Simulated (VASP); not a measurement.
# CoO (Fm-3m) in VASP: notebook, part 2 of 2

VASP 6.6.1.

## (3) Single point, PBE, collinear spin, ferromagnetic start

Contents of INCAR:

```
PREC = Accurate ; ENCUT = 520
EDIFF = 1E-7 ; ISMEAR = 0
SIGMA = 0.02 ; LREAL = False
LASPH = True ; NELM = 120
ALGO = Normal ; ISIF = 2
LWAVE = False ; LCHARG = False
ISPIN = 2 ; MAGMOM = 3 0
LORBIT = 11 ; LMAXMIX = 4
GGA = PE ; NBANDS = 18
```

Contents of KPOINTS:

```
regular mesh
0
Gamma
  10 10 10
```

Contents of POSCAR:

```
CoO
1.0
    0.0000000000      2.1315000000      2.1315000000
    2.1315000000      0.0000000000      2.1315000000
    2.1315000000      2.1315000000      0.0000000000
Co O
1 1
Direct
    0.0000000000      0.0000000000      0.0000000000
    0.5000000000      0.5000000000      0.5000000000
```

Potentials or basis: VASP PAW PBE potentials, release 64 (Co, O).

Started as:

```
cat potpaw_PBE.64/Co/POTCAR potpaw_PBE.64/O/POTCAR > POTCAR
mpirun -np 1 vasp_std > vasp.out
```

OUTCAR:

```text
PREC = Accurate
   ENCUT = 520
   EDIFF = 1E-7
   ISMEAR = 0
   LREAL = False
   LASPH = True
   NELM = 120
   ISIF = 2
   ISPIN = 2
   LORBIT = 11
   GGA = PE

 ion  position               nearest neighbor table
   1  0.000  0.000  0.000-   2 2.13   2 2.13   2 2.13   2 2.13   2 2.13   2 2.13
   2  0.500  0.500  0.500-   1 2.13   1 2.13   1 2.13   1 2.13   1 2.13   1 2.13

  LATTYP: Found a face centered cubic cell.
 ALAT       =     4.2630000000

  Lattice vectors:

 A1 = (   0.0000000000,   2.1315000000,   2.1315000000)
 A2 = (   2.1315000000,   0.0000000000,   2.1315000000)
 A3 = (   2.1315000000,   2.1315000000,   0.0000000000)

Analysis of symmetry for initial positions (statically):
=====================================================================
 Subroutine PRICEL returns:
 Original cell was already a primitive cell.

 Routine SETGRP: Setting up the symmetry group for a
 face centered cubic supercell.

 Subroutine GETGRP returns: Found 48 space group operations
 (whereof 48 operations were pure point group operations)
 out of a pool of 48 trial point group operations.

The static configuration has the point symmetry O_h .

Analysis of symmetry for dynamics (positions and initial velocities):
=====================================================================
 Subroutine PRICEL returns:
 Original cell was already a primitive cell.

 Routine SETGRP: Setting up the symmetry group for a
 face centered cubic supercell.

 Subroutine GETGRP returns: Found 48 space group operations
 (whereof 48 operations were pure point group operations)
 out of a pool of 48 trial point group operations.

The dynamic configuration has the point symmetry O_h .

Analysis of structural, dynamic, and magnetic symmetry:
=====================================================================
 Subroutine PRICEL returns:
 Original cell was already a primitive cell.

 Routine SETGRP: Setting up the symmetry group for a
 face centered cubic supercell.

 Subroutine GETGRP returns: Found 48 space group operations
[... 148 lines left out ...]
  ---------------------------------------------------
  free energy    TOTEN  =       -13.04569655 eV

  energy without entropy =      -13.04480380  energy(sigma->0) =      -13.04525017

 E-fermi :   7.8719     XC(G=0): -12.3956

 val. band max:        7.8650330240   @ k =  -0.4000   0.4000   0.1000
 cond. band min:       7.8803955686   @ k =   0.4000   0.1000   0.0000
 fundamental gap:      0.0153625446
 Fermi energy:         7.8719192387

 spin component 1

 k-point     1 :       0.0000    0.0000    0.0000
  band No.  band energies     occupation
      1     -12.2924      1.00000
      2       4.6000      1.00000
      3       4.6000      1.00000
      4       4.7714      1.00000
      5       4.7714      1.00000
      6       4.7714      1.00000
[... 493 lines left out ...]
     17      37.5449      0.00000
     18      38.6283      0.00000

 [... further k-points ...]

 spin component 2

 k-point     1 :       0.0000    0.0000    0.0000
  band No.  band energies     occupation
      1     -11.7810      1.00000
      2       5.3422      1.00000
      3       5.3422      1.00000
      4       5.3422      1.00000
      5       6.7784      1.00000
      6       6.7784      1.00000
[... 493 lines left out ...]
     17      37.9655      0.00000
     18      39.0757      0.00000

 [... further k-points ...]

------------------------ aborting loop because EDIFF is reached ----------------------------------------

  FORCE on cell =-STRESS in cart. coord.  units (eV):
  Direction    XX          YY          ZZ          XY          YZ          ZX
  --------------------------------------------------------------------------------------
  -------------------------------------------------------------------------------------
  Total       -0.2899898     -0.2899898     -0.2899898     -0.0000000      0.0000000      0.0000000
  in kB      -23.9887356    -23.9887356    -23.9887356     -0.0000000      0.0000000      0.0000000
  external PRESSURE =     -23.9887356 kB  Pullay stress =       0.0000000 kB

 VOLUME and BASIS-vectors are now :
 -----------------------------------------------------------------------------
  energy-cutoff  :      520.00
  volume of cell :       19.37
      direct lattice vectors                 reciprocal lattice vectors
     0.000000000  2.131500000  2.131500000    -0.234576589  0.234576589  0.234576589
     2.131500000  0.000000000  2.131500000     0.234576589 -0.234576589  0.234576589
     2.131500000  2.131500000  0.000000000     0.234576589  0.234576589 -0.234576589

 POSITION                                       TOTAL-FORCE (eV/Angst)
 -----------------------------------------------------------------------------------
      0.00000      0.00000      0.00000        -0.000000     -0.000000     -0.000000
      2.13150      2.13150      2.13150         0.000000      0.000000      0.000000
 -----------------------------------------------------------------------------------
    total drift:                                0.000000     -0.000000     -0.000000

  FREE ENERGIE OF THE ION-ELECTRON SYSTEM (eV)
  ---------------------------------------------------
  free  energy   TOTEN  =       -13.0456965488 eV

  energy  without entropy=      -13.0448037985  energy(sigma->0) =      -13.04525017

 total charge

# of ion       s       p       d       tot
------------------------------------------
    1        0.293   0.355   7.140   7.788
    2        1.556   3.423   0.000   4.979
--------------------------------------------------
tot          1.849   3.778   7.140  12.767

 magnetization (x)

# of ion       s       p       d       tot
------------------------------------------
    1        0.021   0.018   2.533   2.571
    2        0.029   0.276   0.000   0.305
--------------------------------------------------
tot          0.049   0.294   2.533   2.876
```

OSZICAR:

```text
N       E                     dE             d eps       ncg     rms          rms(c)
DAV:   1     0.799372791837E+02    0.79937E+02   -0.70110E+03  3480   0.101E+03
DAV:   2    -0.107546152449E+02   -0.90692E+02   -0.78254E+02  3578   0.226E+02
DAV:   3    -0.157385309317E+02   -0.49839E+01   -0.48806E+01  3868   0.563E+01
DAV:   4    -0.157888416910E+02   -0.50311E-01   -0.50278E-01  4066   0.544E+00
DAV:   5    -0.157899784068E+02   -0.11367E-02   -0.11366E-02  4126   0.826E-01    0.150E+01
DAV:   6    -0.146238769764E+02    0.11661E+01   -0.18163E+01  4342   0.615E+01    0.206E+01
DAV:   7    -0.131535591680E+02    0.14703E+01   -0.87459E+00  4194   0.499E+01    0.841E+00
DAV:   8    -0.130934109013E+02    0.60148E-01   -0.36006E-01  4594   0.810E+00    0.490E+00
DAV:   9    -0.130544447015E+02    0.38966E-01   -0.43995E-01  4758   0.116E+01    0.328E+00
DAV:  10    -0.130562089962E+02   -0.17643E-02   -0.57477E-02  4634   0.394E+00    0.160E+00
DAV:  11    -0.130461769628E+02    0.10032E-01   -0.82065E-02  4822   0.473E+00    0.644E-01
DAV:  12    -0.130457064668E+02    0.47050E-03   -0.83159E-03  4704   0.116E+00    0.897E-02
DAV:  13    -0.130457291521E+02   -0.22685E-04   -0.47309E-04  3814   0.178E-01    0.113E-01
DAV:  14    -0.130456949248E+02    0.34227E-04   -0.36403E-05  4928   0.583E-02    0.387E-02
DAV:  15    -0.130456956575E+02   -0.73264E-06   -0.16763E-05  4992   0.790E-02    0.873E-03
DAV:  16    -0.130456965192E+02   -0.86169E-06   -0.41647E-06  4844   0.215E-02    0.504E-03
DAV:  17    -0.130456965488E+02   -0.29672E-07   -0.19596E-07  3876   0.412E-03
   1 F= -.13045697E+02 E0= -.13045250E+02  d E =-.892750E-03  mag=     2.9268
```

Wall time 40 s (1 thread of Intel Xeon Platinum 8488C (Sapphire Rapids), shared host); peak memory 0.15 GiB.

Results:

```yaml
Free_energy: -13.0457 eV
Pressure: -2.4 GPa
Band_gap_on_the_k_mesh: none (metal or under the smearing width)
Net_moment: 2.93 μB per cell
Site_moments: Co +2.57; O +0.30 μB
Valence_electrons_inside_the_program's_atomic_spheres: Co 7.79; O 4.98
```

Levels at points of the mesh, in eV from the Fermi level:
Spin up:
| k point | band 7 | band 8 | band 9 | band 10 | band 11 | band 12 |
| --- | --- | --- | --- | --- | --- | --- |
| (0.00, 0.00, 0.00) | -3.08 | -3.08 | -3.08 | 0.99 | 16.86 | 18.12 |
| (0.50, 0.00, 0.00) | -1.81 | 0.10 | 0.10 | 5.07 | 9.32 | 13.43 |
| (0.50, 0.50, 0.00) | -2.43 | -2.08 | -2.08 | 5.86 | 9.81 | 11.67 |
Spin down:
```
           k point  band 4  band 5  band 6  band 7  band 8  band 9
(0.00, 0.00, 0.00)   -2.53   -1.09   -1.09   -1.09    0.07    0.07
(0.50, 0.00, 0.00)   -4.59   -0.13   -0.13    0.18    2.70    2.70
(0.50, 0.50, 0.00)   -3.78   -2.21    0.12    0.12    0.53    0.98
```

Caveat: a cell with one magnetic atom can't hold antiferromagnetic order, which such compounds often take; semilocal functionals often make such compounds metallic where correlation or magnetic order opens a gap, which also shifts bond lengths.
